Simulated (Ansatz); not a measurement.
# Thickness series of a Pt/AlN/Re junction, part 5 of 6

Wanted: T(E), the conductance and its decay constant for Pt/AlN/Re. The lower electrode is Pt fcc(111), the upper one Re hcp(0001); the barrier is AlN rock salt(111) (Al and Al faces). In the first transport cell, after relaxation, the nearest pair of electrode and barrier is Pt–Al at 2.55 Å, at a slant, at the lower face and Re–Al at 2.73 Å, at a slant, at the upper one. All share a net of side 2.807 Å, which strains the lower electrode by +0.0 %, the upper one by +1.3 % and the barrier by -2.5 %, against typed lattice constants near PBE's. The first steps treat the bulk electrodes alone.

Ansatz 0.2.0; PBE DFT, plane waves, PAW files (the session's first sound run).

So far, transmission at the Fermi level (a spin, zone mean): step 5 (T(E) of the junction) 9.0e-4; step 6 (24 atoms, atomic planes in the barrier 5, gap between the …) 0.0322; step 7 (26 atoms, atomic planes in the barrier 7, gap between the …) 0.00488. Also channels of the lower lead: step 5 1.79.

### Step 9. Conductance, atomic planes in the barrier 11, gap between the electrodes 16 Å

Level of this step: PBE DFT, plane waves, PAW files; ballistic transmission by layer matching between semi-infinite leads (Ansatz).

System of this step: Pt/AlN/Re. The cell holds 30 atoms: 8 Pt, 6 Al, 5 N and 11 Re. Its edges and angles: a = 2.807 Å, b = 2.807 Å, c = 68.339 Å, α = 90.0°, β = 90.0°, γ = 120.0°. Regions: left electrode, 8 atoms (8 Pt); barrier, 11 atoms (6 Al and 5 N); right electrode, 11 atoms (11 Re). Vacuum lies along c.

Barrier layers are added or taken out in the middle, and the relaxed faces stay.

Contents of input.yaml:

```yaml
crystal:
  lattice:
    - [2.807, 0.0, 0.0]
    - [-1.4035, 2.4309333084, 0.0]
    - [0.0, 0.0, 68.3387200638]
  atoms:
    - { symbol: Pt, position: [0.66666667, 0.33333333, 0.1024309497] }
    - { symbol: Pt, position: [0.0, 0.0, 0.1360039759] }
    - { symbol: Pt, position: [0.33333333, 0.66666667, 0.1695770021] }
    - { symbol: Pt, position: [0.66666667, 0.33333333, 0.2031500283] }
    - { symbol: Pt, position: [0.0, 0.0, 0.2367230545] }
    - { symbol: Pt, position: [0.33333333, 0.66666667, 0.2702960807] }
    - { symbol: Pt, position: [0.66666667, 0.33333333, 0.3038691069] }
    - { symbol: Pt, position: [0.0, 0.0, 0.3392114289] }
    - { symbol: Al, position: [0.33333333, 0.66666667, 0.3679306226] }
    - { symbol: "N", position: [0.66666667, 0.33333333, 0.3850541304] }
    - { symbol: Al, position: [0.0, 0.0, 0.4026754853] }
    - { symbol: "N", position: [0.33333333, 0.66666667, 0.41952801] }
    - { symbol: Al, position: [0.66666667, 0.33333333, 0.4372137494] }
    - { symbol: "N", position: [0.0, 0.0, 0.4540491021] }
    - { symbol: Al, position: [0.33333333, 0.66666667, 0.4717348416] }
    - { symbol: "N", position: [0.66666667, 0.33333333, 0.4885701943] }
    - { symbol: Al, position: [0.0, 0.0, 0.5062793226] }
    - { symbol: "N", position: [0.33333333, 0.66666667, 0.5230679277] }
    - { symbol: Al, position: [0.66666667, 0.33333333, 0.5411235877] }
    - { symbol: Re, position: [0.0, 0.0, 0.5733465152] }
    - { symbol: Re, position: [0.33333333, 0.66666667, 0.6047343068] }
    - { symbol: Re, position: [0.0, 0.0, 0.6372715005] }
    - { symbol: Re, position: [0.33333333, 0.66666667, 0.6698086942] }
    - { symbol: Re, position: [0.0, 0.0, 0.7023458879] }
    - { symbol: Re, position: [0.33333333, 0.66666667, 0.7348830817] }
    - { symbol: Re, position: [0.0, 0.0, 0.7674202754] }
    - { symbol: Re, position: [0.33333333, 0.66666667, 0.7999574691] }
    - { symbol: Re, position: [0.0, 0.0, 0.8324946628] }
    - { symbol: Re, position: [0.33333333, 0.66666667, 0.8650318565] }
    - { symbol: Re, position: [0.0, 0.0, 0.8975690503] }
kpoints:
  mp_grid: { grid: [12, 12, 1] }
scf:
  occupations: { method: fermi_dirac, width: 0.1 }
  max_iter: 150
hamiltonian:
  xc: pbe
output:
  transmission:
    kmesh: [30, 30]
    e_range: [-0.26, 0.27]
    de: 0.0375
    leads: [[3, 4], [24, 26]]
```

On the command line:

```bash
ansatz run input.yaml --threads 4 --pin off --max-ram 10240MiB --backend cpu --events-out ev --progress --plain --runs-dir out
```

Numbers of over 12 decimals in the logs are rounded to 6 here.

The program printed:

```text
[...]
Crystal: 30 atoms, lattice volume = 466.318 Å³
Basis set: ecut = 420 eV, 9193 PW (Γ)
Bands: 212, of which v1, the nominal top of the filled ones, is band 176 counted from 1 (175 counted from 0)
Symmetry: 6 space group operations
[...]
k-points: 19 of 144 (time reversal used)
[...]
channels       : 1.652222e0 a spin
[...]
slowest decay  : 0.0367 /Å at (0.3667, 0.2667)
[...]
filled         : 17.4 meV over the level at which it is neutral
    channels       : 1.275556e0 a spin
[...]
slowest decay  : 0.0254 /Å at (0.1000, 0.1000)
  junction   : crystal 0 to crystal 1, 14.33 to 47.58 Å
    transmission   : 1.716577e-4 a spin
[...]
resistance     : 6.9629e0 Ω µm² beyond half of each lead's own
[key lines of the parts left out:]
SCF converged after 12 iterations
Free energy (F): -224888.824171 eV
Fermi energy:    15.920023 eV
```

Wall time 5.4 min (4 threads of Arm Neoverse V1, shared host); peak memory 2.9 GiB; 16 min of CPU time.

One spin. The transmission, zone mean by energy, zero at the Fermi level:

| energy (eV) | transmission, zone mean |
| --- | --- |
| -0.260 | 1.4e-4 |
| -0.223 | 4.9e-4 |
| -0.185 | 1.3e-4 |
| -0.147 | 2.1e-4 |
| -0.110 | 1.1e-4 |
| -0.072 | 9.3e-5 |
| -0.035 | 9.7e-5 |
| 0.003 | 1.7e-4 |
| 0.040 | 1.0e-4 |
| 0.077 | 1.2e-4 |
| 0.115 | 5.8e-5 |
| 0.152 | 6.5e-5 |
| 0.190 | 6.3e-5 |
| 0.228 | 8.6e-5 |
| 0.265 | 5.6e-5 |

G = 1.4e11 S/m² (1/G = 6.96 Ω µm²), 0.15 times the step before of this kind. Apart from band edges and resonances, the largest error estimate is 53 %, from the mesh across the current. For edges and narrow resonances that could lie between the energies solved the program puts 60 %, while dropping every other energy moves G by 1.1 %. In the worse lead the potential repeats within 11 meV, which the program lets pass, though it still puts 17 % of error on the junction's conductance through them.

### Step 10. Conductance, atomic planes in the barrier 13, gap between the electrodes 18.36 Å

System of this step: Pt/AlN/Re. The cell holds 32 atoms: 8 Pt, 7 Al, 6 N and 11 Re. Its edges and angles: a = 2.807 Å, b = 2.807 Å, c = 70.698 Å, α = 90.0°, β = 90.0°, γ = 120.0°. Regions: left electrode, 8 atoms (8 Pt); barrier, 13 atoms (7 Al and 6 N); right electrode, 11 atoms (11 Re). Vacuum lies along c.

Barrier layers are added or taken out in the middle, and the relaxed faces stay.

Contents of input.yaml:

```yaml
crystal:
  lattice:
    - [2.807, 0.0, 0.0]
    - [-1.4035, 2.4309333084, 0.0]
    - [0.0, 0.0, 70.6978473163]
  atoms:
    - { symbol: Pt, position: [0.66666667, 0.33333333, 0.0990129157] }
    - { symbol: Pt, position: [0.0, 0.0, 0.1314656385] }
    - { symbol: Pt, position: [0.33333333, 0.66666667, 0.1639183613] }
    - { symbol: Pt, position: [0.66666667, 0.33333333, 0.196371084] }
    - { symbol: Pt, position: [0.0, 0.0, 0.2288238068] }
    - { symbol: Pt, position: [0.33333333, 0.66666667, 0.2612765296] }
    - { symbol: Pt, position: [0.66666667, 0.33333333, 0.2937292523] }
    - { symbol: Pt, position: [0.0, 0.0, 0.3278922309] }
    - { symbol: Al, position: [0.33333333, 0.66666667, 0.3556530895] }
    - { symbol: "N", position: [0.66666667, 0.33333333, 0.3722052004] }
    - { symbol: Al, position: [0.0, 0.0, 0.3892385456] }
    - { symbol: "N", position: [0.33333333, 0.66666667, 0.4055287158] }
    - { symbol: Al, position: [0.66666667, 0.33333333, 0.4226242971] }
    - { symbol: "N", position: [0.0, 0.0, 0.4388978684] }
    - { symbol: Al, position: [0.33333333, 0.66666667, 0.4559934497] }
    - { symbol: "N", position: [0.66666667, 0.33333333, 0.4722670209] }
    - { symbol: Al, position: [0.0, 0.0, 0.4893626022] }
    - { symbol: "N", position: [0.33333333, 0.66666667, 0.5056361735] }
    - { symbol: Al, position: [0.66666667, 0.33333333, 0.5227543632] }
    - { symbol: "N", position: [0.0, 0.0, 0.5389827467] }
    - { symbol: Al, position: [0.33333333, 0.66666667, 0.5564359047] }
    - { symbol: Re, position: [0.66666667, 0.33333333, 0.5875835804] }
    - { symbol: Re, position: [0.0, 0.0, 0.617923988] }
    - { symbol: Re, position: [0.66666667, 0.33333333, 0.6493754431] }
    - { symbol: Re, position: [0.0, 0.0, 0.6808268983] }
    - { symbol: Re, position: [0.66666667, 0.33333333, 0.7122783534] }
    - { symbol: Re, position: [0.0, 0.0, 0.7437298086] }
    - { symbol: Re, position: [0.66666667, 0.33333333, 0.7751812637] }
    - { symbol: Re, position: [0.0, 0.0, 0.8066327188] }
    - { symbol: Re, position: [0.66666667, 0.33333333, 0.838084174] }
    - { symbol: Re, position: [0.0, 0.0, 0.8695356291] }
    - { symbol: Re, position: [0.66666667, 0.33333333, 0.9009870843] }
kpoints:
  mp_grid: { grid: [12, 12, 1] }
scf:
  occupations: { method: fermi_dirac, width: 0.1 }
  max_iter: 150
hamiltonian:
  xc: pbe
output:
  transmission:
    kmesh: [30, 30]
    e_range: [-0.26, 0.27]
    de: 0.0375
    leads: [[3, 4], [26, 28]]
```

The program printed:

```text
[...]
Crystal: 32 atoms, lattice volume = 482.416 Å³
Basis set: ecut = 420 eV, 9513 PW (Γ)
Bands: 216, of which v1, the nominal top of the filled ones, is band 180 counted from 1 (179 counted from 0)
Symmetry: 6 space group operations
[...]
k-points: 19 of 144 (time reversal used)
[...]
channels       : 1.652222e0 a spin
[...]
slowest decay  : 0.0366 /Å at (0.3667, 0.2667)
[...]
filled         : 17.4 meV over the level at which it is neutral
    channels       : 1.275556e0 a spin
[...]
slowest decay  : 0.0254 /Å at (0.1000, 0.1000)
  junction   : crystal 0 to crystal 1, 14.33 to 49.94 Å
    transmission   : 2.103983e-5 a spin
[...]
resistance     : 5.1586e1 Ω µm² beyond half of each lead's own
[key lines of the parts left out:]
SCF converged after 12 iterations
Free energy (F): -225812.688781 eV
Fermi energy:    15.830314 eV
```

Elapsed: 5.7 min, on 4 threads; peak memory 3 GiB.

G = 1.9e10 S/m² (1/G = 51.6 Ω µm²), 0.13 times the step before of this kind. The largest error estimate is 43 %, from the mesh across the current. In the worse lead the potential repeats within 11 meV, which the program lets pass, though it still puts 21 % of error on the junction's conductance through them.

### Step 11. The series together

Times are for 4 threads of Arm Neoverse V1, shared host. The series side by side:

```
no.  gap between the electrodes (Å)  junction conductance (S/m²)  resistance-area product beyond the leads (Ω um²)     time  memory (GiB)
  1                            8.92                      3.14e13                                           0.03121  4.3 min           2.5
  2                           11.28                      3.99e12                                            0.2498  4.6 min           2.6
  3                           13.64                      9.70e11                                             1.030  4.9 min           2.8
  4                              16                      1.44e11                                             6.963  5.4 min           2.9
  5                           18.36                      1.94e10                                             51.59  5.7 min           3.0
```

The runs together. Transmission, zone mean against energy, zero at the Fermi level:

| energy (eV) | 8.92 | 11.28 | 13.64 | 16 | 18.36 |
| --- | --- | --- | --- | --- | --- |
| -0.260 | 0.0408 | 0.00639 | 8.3e-4 | 1.4e-4 | 2.2e-5 |
| -0.223 | 0.0398 | 0.0123 | 0.00434 | 4.9e-4 | 5.2e-5 |
| -0.185 | 0.0376 | 0.00484 | 7.6e-4 | 1.3e-4 | 1.8e-5 |
| -0.147 | 0.0493 | 0.00967 | 0.00131 | 2.1e-4 | 2.9e-5 |
| -0.110 | 0.0282 | 0.00344 | 7.1e-4 | 1.1e-4 | 1.8e-5 |
| -0.072 | 0.0275 | 0.00300 | 6.5e-4 | 9.3e-5 | 1.4e-5 |
| -0.035 | 0.0288 | 0.00308 | 6.9e-4 | 9.7e-5 | 1.4e-5 |
| 0.003 | 0.0322 | 0.00488 | 0.00117 | 1.7e-4 | 2.1e-5 |
| 0.040 | 0.0212 | 0.00249 | 6.6e-4 | 1.0e-4 | 1.4e-5 |
| 0.077 | 0.0238 | 0.00259 | 8.6e-4 | 1.2e-4 | 1.5e-5 |
| 0.115 | 0.0152 | 0.00191 | 4.5e-4 | 5.8e-5 | 1.1e-5 |
| 0.152 | 0.0187 | 0.00204 | 5.5e-4 | 6.5e-5 | 1.2e-5 |
| 0.190 | 0.0322 | 0.00245 | 6.6e-4 | 6.3e-5 | 1.5e-5 |
| 0.228 | 0.0236 | 0.00324 | 0.00108 | 8.6e-5 | 2.2e-5 |
| 0.265 | 0.0174 | 0.00196 | 6.8e-4 | 5.6e-5 | 1.7e-5 |

### Step 12. Fit against thickness

This step: Fit of the logarithm of the conductance against the barrier's thickness, from PBE DFT, plane waves, PAW files (Ansatz 0.2.0).

No new run: the logarithm is fitted against the thickness.

Numbers from this step:

* decay constant of the conductance: 0.77 Å⁻¹
* r.m.s. misfit of ln G: 0.14

From the end points alone, β = ln(3.14e+13 / 1.94e+10) / 9.44 Å = 7.39 / 9.44 Å = 0.78 Å⁻¹. One end point carries an error estimate of 43 %; a factor of 1.4 on it would move β by 0.04 Å⁻¹.

### Step 13. The same cell, other settings, 28 atoms

This step: PBE DFT, plane waves, PAW files; ballistic transmission by layer matching between semi-infinite leads; changed: output.transmission.kmesh = [4, 4] (Ansatz 0.2.0).

System of this step: Pt/AlN/Re. The cell holds 28 atoms: 8 Pt, 5 Al, 4 N and 11 Re. Cell: a = 2.807 Å, b = 2.807 Å, c = 65.980 Å, α = 90.0°, β = 90.0°, γ = 120.0°. Regions: left electrode, 8 atoms (8 Pt); barrier, 9 atoms (5 Al and 4 N); right electrode, 11 atoms (11 Re). Vacuum lies along c.

It is meant to test whether the mesh across the current is converged. Where the input is shown as a difference, that is against the step before, not the twin.

Contents of input.yaml:

```yaml
crystal:
  lattice:
    - [2.807, 0.0, 0.0]
    - [-1.4035, 2.4309333084, 0.0]
    - [0.0, 0.0, 65.9795928113]
  atoms:
    - { symbol: Pt, position: [0.66666667, 0.33333333, 0.1060934101] }
    - { symbol: Pt, position: [0.0, 0.0, 0.1408668536] }
    - { symbol: Pt, position: [0.33333333, 0.66666667, 0.175640297] }
    - { symbol: Pt, position: [0.66666667, 0.33333333, 0.2104137404] }
    - { symbol: Pt, position: [0.0, 0.0, 0.2451871839] }
    - { symbol: Pt, position: [0.33333333, 0.66666667, 0.2799606273] }
    - { symbol: Pt, position: [0.66666667, 0.33333333, 0.3147340708] }
    - { symbol: Pt, position: [0.0, 0.0, 0.3513400719] }
    - { symbol: Al, position: [0.33333333, 0.66666667, 0.3810861321] }
    - { symbol: "N", position: [0.66666667, 0.33333333, 0.3988218979] }
    - { symbol: Al, position: [0.0, 0.0, 0.4170733116] }
    - { symbol: "N", position: [0.33333333, 0.66666667, 0.4345284051] }
    - { symbol: Al, position: [0.66666667, 0.33333333, 0.4528465054] }
    - { symbol: "N", position: [0.0, 0.0, 0.470283813] }
    - { symbol: Al, position: [0.33333333, 0.66666667, 0.4886261384] }
    - { symbol: "N", position: [0.66666667, 0.33333333, 0.5060150269] }
    - { symbol: Al, position: [0.0, 0.0, 0.5247162745] }
    - { symbol: Re, position: [0.33333333, 0.66666667, 0.5580913458] }
    - { symbol: Re, position: [0.66666667, 0.33333333, 0.5906014207] }
    - { symbol: Re, position: [0.33333333, 0.66666667, 0.624301995] }
    - { symbol: Re, position: [0.66666667, 0.33333333, 0.6580025694] }
    - { symbol: Re, position: [0.33333333, 0.66666667, 0.6917031438] }
    - { symbol: Re, position: [0.66666667, 0.33333333, 0.7254037181] }
    - { symbol: Re, position: [0.33333333, 0.66666667, 0.7591042925] }
    - { symbol: Re, position: [0.66666667, 0.33333333, 0.7928048668] }
    - { symbol: Re, position: [0.33333333, 0.66666667, 0.8265054412] }
    - { symbol: Re, position: [0.66666667, 0.33333333, 0.8602060155] }
    - { symbol: Re, position: [0.33333333, 0.66666667, 0.8939065899] }
kpoints:
  mp_grid: { grid: [12, 12, 1] }
scf:
  occupations: { method: fermi_dirac, width: 0.1 }
  max_iter: 150
hamiltonian:
  xc: pbe
output:
  transmission:
    kmesh: [4, 4]
    e_range: [-2.5, 2.5]
    de: 0.1
    leads: [[3, 4], [22, 24]]
  dos: { projected: true, e_range: [-6, 5], de: 0.05 }
  write_potential: true
  write_density: true
  volumetric_format: npy
```

The program printed:

```text
[...]
Crystal: 28 atoms, lattice volume = 450.220 Å³
Basis set: ecut = 420 eV, 8873 PW (Γ)
Bands: 207, of which v1, the nominal top of the filled ones, is band 172 counted from 1 (171 counted from 0)
Symmetry: 6 space group operations
[...]
k-points: 19 of 144 (time reversal used)
[...]
SCF iter   1: F=—  HF=-223965.284266 eV  |F-HF|=—  |Δ(HF+E_count)|=         —  Δρ=1.79e-2  dr2=1.16e2  ethr=1.77e-3  ⟨swp⟩=8.0  Hψ=16722  notcnv=0  defer=78
[...]
SCF iter  11: F=-223964.960282 eV  HF=-223964.960282 eV  |F-HF|=6.01e-8  |Δ(HF+E_count)|=   1.39e-8  Δρ=1.82e-6  dr2=6.59e-8  ethr=2.91e-11  ⟨swp⟩=14.6  Hψ=13035  notcnv=0
SCF 1 converged in 11 iterations: F = -223964.960282 eV  dr2 = 6.59e-8
[...]
transmission: 26 of 256 steps passed
transmission: 52 of 256 steps passed
[...]
transmission: 256 of 256 steps passed
[...]
SCF converged after 11 iterations
Free energy (F): -223964.960282 eV
[...]
Internal energy: -223964.205281 eV  (E = F + TS)
E sigma→0 (E₀):  -223964.582781 eV
Entropy (-TS):   -0.755000 eV (-26.964 meV/atom)
Fermi energy:    16.016034 eV
[...]
--- Band table (eV; the first three rows and the last of 19) ---
  k-point 0: bands = [... 168 lower, 14.9391, 14.9997, 15.0059, 15.0059, 15.1735, 15.1735, 15.2980, 15.2980, ... 31 higher]
  k-point 1: bands = [... 168 lower, 15.0051, 15.0071, 15.0107, 15.1212, 15.2033, 15.2827, 15.3364, 15.3564, ... 31 higher]
  k-point 2: bands = [... 168 lower, 15.1486, 15.1867, 15.2100, 15.2630, 15.3809, 15.4093, 15.4543, 15.4578, ... 31 higher]
  k-point 18: bands = [... 168 lower, 15.9545, 16.0179, 16.0588, 16.1757, 16.5563, 17.1381, 17.3559, 17.8512, ... 31 higher]
--- Transmission ---
  basis      : 61 plane waves across, 64 finite elements along
  points     : 4, standing for a mesh of 4 x 4
[...]
channels       : 2.187500e0 a spin
[...]
channels       : 1.375000e0 a spin
[...]
junction   : crystal 0 to crystal 1, 14.33 to 45.22 Å
    transmission   : 2.390074e-4 a spin
[...]
```

Wall time 2.2 min (4 threads); peak memory 3.2 GiB; 8.6 min of CPU time.

Residual by cycle:

cycle, log10 residual and a bar from the least value:
```
        1        2.1 ##############################
        2        0.1 ########################
        3       -0.7 #####################
        4       -1.1 ####################
        5       -2.1 #################
        6       -3.0 ##############
        7       -3.8 ###########
        8       -4.9 #######
        9       -5.7 #####
       10       -6.6 ##
       11       -7.2
```

The run finished with changed settings (output.transmission.kmesh = [4, 4]); it serves as a test.

The transmission at the Fermi level, both spins, is 4.8e-4 against 0.00180 in the twin: a change of -73 %, at 0.74 times the CPU time.

The two runs compared:

| quantity | this run | sound run | difference |
| --- | --- | --- | --- |
| transmission at the Fermi level (a spin, zone mean) | 2.390e-4 | 9.015e-4 | -6.6e-4 |
| channels of the lower lead | 2.1875 | 1.7932 | 0.394 |
| channels of the upper lead | 1.375 | 1.3210 | 0.0540 |

The two runs differ clearly in the transmission at the Fermi level (a spin, zone mean): 2.4e-4 against 9.0e-4.

(Part 5 of 6 ends here.)

[Logs are printed without paths, hosts, clocks, repeated set-up lines and the standing remarks that a program may print on its own settings, such as how far it seeks lower states.]

[Hosts, paths, dates, database ids (printed as entryN), source tags and the programs' standing remarks are cut or masked in the printed files.]
